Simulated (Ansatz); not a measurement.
The system is Gd.

```
Gd
1.0
    -2.02500    2.02500    2.02500
     2.02500   -2.02500    2.02500
     2.02500    2.02500   -2.02500
Gd
1
Direct
  0.00000 0.00000 0.00000
```

This isn't the form of Gd at room conditions, which is hcp.

Alike in all runs: program Ansatz 0.2.0; functional PBE; potentials or basis Ansatz PAW; cutoff 420 eV (not typed: the program's choice for these potentials); k mesh 8 × 8 × 8; occupations fermi-dirac, width 0.05 eV.

**Question.** Only the start or the spin constraint differs. Which run ends lowest in energy?
A. collinear spin, ferromagnetic start of up to 7 μB; fixed moment 7
B. collinear spin, ferromagnetic start of up to 1.8 μB; fixed moment 1.8
C. collinear spin, ferromagnetic start of up to 3.5 μB; fixed moment 3.5
D. collinear spin, ferromagnetic start of up to 10.5 μB; fixed moment 10.5
E. collinear spin, ferromagnetic start of up to 5.2 μB; fixed moment 5.2
F. collinear spin, ferromagnetic start of up to 8.8 μB; fixed moment 8.8

**Answer.** A.

```csv
start,free energy over the lowest (meV/atom),net moment (μB),site or absolute moments (μB),gap
"collinear spin, ferromagnetic start of up to 1.8 μB; fixed moment 1.8",4728.4,1.80,Gd +1.74,-
"collinear spin, ferromagnetic start of up to 3.5 μB; fixed moment 3.5",2796.9,3.50,Gd +4.76,-
"collinear spin, program default start; fixed moment 0",7160.5,0.00,-,-
"collinear spin, ferromagnetic start of up to 10.5 μB; fixed moment 10.5",6232.4,10.50,Gd +9.11,-
"collinear spin, ferromagnetic start of up to 7 μB; fixed moment 7",0.0,7.00,Gd +6.96,-
"collinear spin, ferromagnetic start of up to 8.8 μB; fixed moment 8.8",123.3,8.80,Gd +7.99,-
"collinear spin, ferromagnetic start of up to 5.2 μB; fixed moment 5.2",652.3,5.20,Gd +5.95,-
"collinear spin, ferromagnetic start of up to 14 μB; fixed moment 14",44730.8,14.00,Gd +12.51,-
```

All polarised runs hold their moment fixed, so the table maps the energy against it. A still lower state may exist.

Caveats: spin-orbit coupling is left out, which moves the levels of the heavy elements; the total moment is fixed, so each spin has its own Fermi level.
